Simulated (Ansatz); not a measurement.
# Band table of BaTiO₃

```yaml
crystal:
  lattice:
    - [2.88692, 1.70974, 2.38463]
    - [-2.76841, 1.62491, 2.29980]
    - [-0.01421, -3.23034, 2.26875]
  atoms:
    - { symbol: Ba, position: [0.00000, 0.00000, 0.00000] }
    - { symbol: Ti, position: [0.51400, 0.51400, 0.51400] }
    - { symbol: O, position: [0.49160, 0.49160, 0.98150] }
    - { symbol: O, position: [0.49160, 0.98150, 0.49160] }
    - { symbol: O, position: [0.98150, 0.49160, 0.49160] }
```

Atom numbers follow the list: Ba1, Ti2, O3, O4, O5.

The geometry is COD entry 9014756, unchecked; take it as a test cell. The listed cell was then made from it by scaling, straining or moving an atom.

No spin–orbit coupling, which matters for the heavy atoms here.

All numbers below come from Ansatz 0.2.0, DFT, LDA, all-electron LAPW, scalar-relativistic.

Settings: a Γ-centred 9×9×9 k mesh, Fermi–Dirac smearing of 0.05 eV, basis error target 1 meV/atom, no spin polarisation.

Path points, in fractions of the reciprocal vectors: Γ (0.000, 0.000, 0.000), X (0.000, 0.500, 0.000), Y (0.000, 0.000, -0.500), Z (-0.500, 0.000, 0.000), R2 (-0.500, -0.500, 0.500), T2 (-0.500, 0.000, 0.500), U2 (-0.500, -0.500, 0.000). Levels in eV from the valence-band top; bands 22 to 42, counted from the lowest band of the run. The gap is 2.22 eV, indirect from R2 (-0.5, -0.5, 0.5) to Γ.

```
# k(1/Å) point b22 b23 b24 b25 b26 b27 b28 b29 b30 b31 b32 b33 b34 b35 b36 b37 b38 b39 b40 b41 b42
0.000 Γ -16.59 -15.94 -15.75 -9.89 -9.74 -9.73 -2.34 -2.24 -2.22 -1.46 -1.33 -1.14 -0.55 -0.44 -0.36 2.22 2.25 2.44 4.31 4.65 4.79
0.159 - -16.59 -15.93 -15.75 -9.87 -9.72 -9.70 -2.45 -2.34 -2.24 -1.58 -1.49 -1.21 -0.72 -0.50 -0.39 2.24 2.41 2.54 4.34 4.87 4.99
0.318 - -16.59 -15.89 -15.77 -9.82 -9.67 -9.60 -2.93 -2.45 -2.30 -1.82 -1.77 -1.40 -1.05 -0.63 -0.56 2.29 2.79 2.91 4.36 5.38 5.54
0.477 - -16.66 -15.79 -15.76 -9.76 -9.61 -9.48 -3.50 -2.64 -2.42 -2.06 -1.99 -1.63 -1.41 -0.77 -0.76 2.34 3.27 3.40 4.37 5.87 6.28
0.637 - -16.74 -15.77 -15.65 -9.71 -9.56 -9.38 -3.94 -2.81 -2.57 -2.22 -2.13 -1.79 -1.65 -0.90 -0.87 2.38 3.68 3.79 4.36 6.16 6.93
0.796 X -16.77 -15.77 -15.60 -9.69 -9.54 -9.34 -4.11 -2.88 -2.63 -2.27 -2.18 -1.84 -1.73 -0.95 -0.90 2.39 3.83 3.94 4.35 6.26 7.19
1.021 - -16.68 -15.77 -15.67 -9.69 -9.62 -9.41 -3.97 -2.82 -2.80 -2.48 -2.17 -1.66 -1.38 -1.05 -0.82 2.50 3.67 3.78 4.51 6.34 7.06
1.246 - -16.50 -15.84 -15.73 -9.81 -9.68 -9.45 -3.63 -3.17 -2.67 -2.62 -2.26 -1.61 -1.09 -0.94 -0.54 2.81 3.31 3.49 4.70 6.52 6.89
1.471 - -16.50 -15.84 -15.73 -9.81 -9.69 -9.45 -3.63 -3.18 -2.68 -2.60 -2.26 -1.61 -1.10 -0.93 -0.54 2.80 3.32 3.48 4.70 6.52 6.89
1.696 - -16.68 -15.77 -15.67 -9.70 -9.62 -9.41 -3.97 -2.84 -2.79 -2.48 -2.17 -1.66 -1.38 -1.07 -0.78 2.49 3.69 3.77 4.51 6.34 7.06
1.921 Y -16.77 -15.77 -15.60 -9.69 -9.54 -9.34 -4.11 -2.89 -2.63 -2.26 -2.18 -1.82 -1.75 -1.04 -0.81 2.38 3.85 3.92 4.35 6.25 7.19
2.080 - -16.74 -15.78 -15.65 -9.71 -9.56 -9.38 -3.94 -2.82 -2.57 -2.21 -2.13 -1.78 -1.67 -0.99 -0.77 2.36 3.70 3.77 4.36 6.16 6.93
2.239 - -16.66 -15.79 -15.76 -9.76 -9.61 -9.48 -3.50 -2.64 -2.43 -2.05 -2.00 -1.62 -1.43 -0.84 -0.67 2.33 3.29 3.37 4.37 5.86 6.28
2.398 - -16.59 -15.89 -15.77 -9.82 -9.67 -9.60 -2.93 -2.45 -2.31 -1.81 -1.78 -1.40 -1.08 -0.62 -0.54 2.29 2.81 2.89 4.37 5.38 5.54
2.557 - -16.58 -15.93 -15.75 -9.87 -9.72 -9.70 -2.45 -2.34 -2.25 -1.57 -1.49 -1.20 -0.74 -0.45 -0.41 2.25 2.40 2.53 4.35 4.87 4.99
2.717 Γ -16.59 -15.94 -15.75 -9.89 -9.74 -9.73 -2.34 -2.24 -2.22 -1.46 -1.33 -1.14 -0.55 -0.44 -0.36 2.22 2.25 2.44 4.31 4.65 4.79
2.869 - -16.62 -15.94 -15.73 -9.84 -9.73 -9.72 -2.46 -2.28 -2.26 -1.55 -1.40 -1.20 -0.76 -0.45 -0.40 2.28 2.38 2.48 4.58 4.65 4.95
3.022 - -16.69 -15.93 -15.68 -9.71 -9.69 -9.68 -2.81 -2.39 -2.37 -1.73 -1.56 -1.33 -1.13 -0.57 -0.55 2.37 2.68 2.74 4.65 5.13 5.39
3.175 - -16.78 -15.92 -15.59 -9.65 -9.65 -9.52 -3.23 -2.55 -2.53 -1.92 -1.80 -1.46 -1.40 -0.76 -0.69 2.42 3.06 3.15 4.64 5.63 5.96
3.327 - -16.87 -15.92 -15.50 -9.62 -9.61 -9.39 -3.56 -2.69 -2.67 -2.06 -2.05 -1.52 -1.49 -0.91 -0.79 2.45 3.39 3.48 4.63 5.94 6.45
3.480 Z -16.90 -15.91 -15.47 -9.60 -9.60 -9.33 -3.68 -2.75 -2.72 -2.17 -2.10 -1.54 -1.50 -0.96 -0.83 2.46 3.52 3.60 4.62 6.05 6.65
3.705 - -16.80 -15.89 -15.52 -9.71 -9.51 -9.43 -3.73 -2.91 -2.72 -2.64 -2.22 -1.46 -1.23 -1.15 -0.78 2.64 3.52 3.63 5.06 6.25 6.87
3.930 - -16.51 -15.83 -15.62 -9.98 -9.69 -9.47 -3.82 -3.32 -2.94 -2.92 -2.31 -2.02 -0.94 -0.85 -0.70 3.22 3.64 3.77 5.97 6.68 7.49
4.155 - -16.13 -15.75 -15.65 -10.29 -10.03 -9.81 -3.98 -3.40 -3.31 -3.05 -2.50 -2.31 -0.66 -0.58 -0.33 3.82 3.97 4.03 6.75 7.01 7.82
4.381 - -15.79 -15.68 -15.59 -10.51 -10.35 -10.32 -4.30 -3.74 -3.51 -2.67 -2.55 -2.29 -0.28 -0.22 -0.14 4.16 4.28 4.39 6.65 6.81 7.31
4.606 R2 -15.66 -15.65 -15.55 -10.59 -10.59 -10.45 -4.46 -3.92 -3.53 -2.67 -2.31 -2.27 -0.10 -0.08 0.00 4.29 4.39 4.55 6.51 6.58 6.84
4.875 - -15.84 -15.69 -15.59 -10.46 -10.39 -10.18 -4.26 -3.75 -3.41 -2.87 -2.43 -2.31 -0.35 -0.23 -0.19 4.10 4.22 4.36 6.73 6.84 7.40
5.145 - -16.20 -15.78 -15.68 -10.16 -10.09 -9.56 -3.89 -3.47 -3.15 -2.80 -2.48 -2.36 -0.72 -0.55 -0.47 3.59 3.75 3.86 6.40 6.93 7.74
5.415 - -16.48 -15.87 -15.73 -9.89 -9.88 -9.33 -3.50 -2.97 -2.72 -2.27 -2.24 -1.97 -0.91 -0.70 -0.57 2.93 3.14 3.19 5.54 6.03 6.56
5.684 - -16.58 -15.92 -15.75 -9.86 -9.76 -9.57 -2.71 -2.43 -2.36 -1.79 -1.70 -1.15 -1.09 -0.49 -0.41 2.42 2.55 2.62 4.70 5.09 5.32
5.954 Γ -16.59 -15.94 -15.75 -9.89 -9.74 -9.73 -2.34 -2.24 -2.22 -1.46 -1.33 -1.14 -0.55 -0.44 -0.36 2.22 2.25 2.44 4.31 4.65 4.79
6.174 - -16.60 -15.93 -15.74 -9.85 -9.71 -9.67 -2.59 -2.38 -2.28 -1.68 -1.53 -1.21 -0.95 -0.45 -0.40 2.33 2.48 2.56 4.60 4.91 5.13
6.393 - -16.60 -15.89 -15.73 -9.82 -9.62 -9.52 -3.19 -2.82 -2.41 -2.21 -1.90 -1.52 -1.21 -0.73 -0.52 2.64 2.93 3.01 4.93 5.72 5.99
6.613 - -16.54 -15.84 -15.72 -9.80 -9.54 -9.50 -3.74 -3.40 -2.87 -2.59 -2.25 -1.70 -1.15 -1.08 -0.45 3.09 3.39 3.55 5.13 6.65 6.93
6.832 - -16.39 -15.82 -15.75 -9.79 -9.68 -9.40 -4.13 -3.85 -3.40 -2.75 -2.50 -1.60 -1.19 -1.05 -0.27 3.47 3.78 3.96 5.20 7.35 7.71
7.052 T2 -16.29 -15.84 -15.78 -9.79 -9.76 -9.36 -4.28 -4.02 -3.60 -2.81 -2.60 -1.66 -1.03 -1.00 -0.18 3.60 3.94 4.11 5.20 7.59 7.86
7.277 - -16.30 -15.82 -15.73 -9.87 -9.79 -9.48 -4.14 -3.78 -3.53 -2.80 -2.48 -1.87 -1.03 -0.95 -0.22 3.64 3.81 4.04 5.53 7.48 7.84
7.502 - -16.32 -15.79 -15.66 -10.10 -9.85 -9.58 -3.91 -3.47 -3.24 -2.93 -2.37 -2.20 -0.86 -0.84 -0.40 3.58 3.76 3.91 6.21 7.06 7.89
7.727 - -16.32 -15.79 -15.66 -10.09 -9.85 -9.58 -3.91 -3.46 -3.25 -2.93 -2.35 -2.21 -0.87 -0.83 -0.40 3.58 3.75 3.92 6.21 7.06 7.90
7.952 - -16.30 -15.82 -15.73 -9.87 -9.80 -9.49 -4.14 -3.78 -3.53 -2.80 -2.46 -1.88 -1.03 -0.94 -0.23 3.64 3.80 4.05 5.53 7.48 7.84
8.177 U2 -16.29 -15.84 -15.77 -9.78 -9.76 -9.36 -4.27 -4.03 -3.59 -2.81 -2.59 -1.67 -1.06 -0.97 -0.19 3.60 3.93 4.12 5.21 7.59 7.86
```
